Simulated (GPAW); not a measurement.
A run of GPAW 26.7.0:

File run.py:

```python
from ase.filters import FrechetCellFilter
from ase.io import read, write
from ase.optimize import BFGS
from ase.units import GPa
from gpaw import GPAW, PW

atoms = read('POSCAR')

calc = GPAW(mode=PW(800),
            xc='PBE',
            kpts={'size': (7, 7, 3), 'gamma': True},
            occupations={'name': 'fermi-dirac', 'width': 0.05},
            nbands=24,
            convergence={'density': 1e-05, 'forces': 0.0001},
            maxiter=150,
            txt='gpaw.txt')
atoms.calc = calc
opt = BFGS(FrechetCellFilter(atoms, scalar_pressure=10 * GPa), trajectory='relax.traj', logfile='-')
done = opt.run(fmax=0.02, steps=60)
calc.write('gs.gpw')
write('result.traj', atoms)
print('Converged:', done)
print('Cell:', atoms.cell.cellpar().round(4))
print('Volume:', round(atoms.get_volume(), 4))
print(atoms.get_scaled_positions().round(5))
```

Contents of POSCAR:

```
Al2O3
1.0
    3.0174825440      0.0000000000      0.0000000000
   -1.5087412720      2.6132165386      0.0000000000
    0.0000000000      0.0000000000      7.5746360022
Al O
2 3
Direct
    0.0000000000      0.0000000000      0.7220490000
    0.0000000000      0.0000000000      0.2779510000
    0.0000000000      0.0000000000      0.5000000000
    0.6666666667      0.3333333333      0.8005460000
    0.3333333333      0.6666666667      0.1994540000
```

Potentials or basis: GPAW PAW data sets (gpaw-data 1.2.1), pw.

Command:

```bash
$ OMP_NUM_THREADS=1 python run.py
```

Hardware: 1 thread of Arm Neoverse V2, on a shared host.

Q: How long does it take, and how much memory?

A: Run time: 3.2 min on 1 thread of Arm Neoverse V2, on a shared host, peak memory 0.25 GiB. Counts: scf iterations 116, plane waves 3082, bands 24, k points 20, ion steps 10.
